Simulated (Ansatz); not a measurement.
The system is KCl.

```xyz
2
Lattice="3.8392 0.0000 0.0000 0.0000 3.8392 0.0000 0.0000 0.0000 3.8392" Properties=species:S:1:pos:R:3 pbc="T T T"
K     0.0000    0.0000    0.0000
Cl    1.9196    1.9196    1.9196
```

Measurements of this composition are mostly on another form, of space group No. 225.

Base run:

| Property | Result |
| --- | --- |
| Program | Ansatz 0.2.0 |
| Functional | PBE0 |
| Potentials or basis | all-electron PAW datasets made for the crystal |
| Cutoff | 270 eV (chosen from the basis error) |
| k mesh | 6 × 6 × 6 |
| Occupations | fermi-dirac, width 0.05 eV |
| Spin | no spin polarisation |

Its results: band gap on the k mesh 6.84 eV, indirect (least direct gap 7.06 eV); pressure -0.5 GPa.

Q: The run is repeated on the same cell with these changes: functional from PBE0 to HSE06. What comes out?

A: Band gap on the k mesh 6.12 eV, indirect (least direct gap 6.33 eV); pressure -0.5 GPa.

A k mesh can miss the band edges.
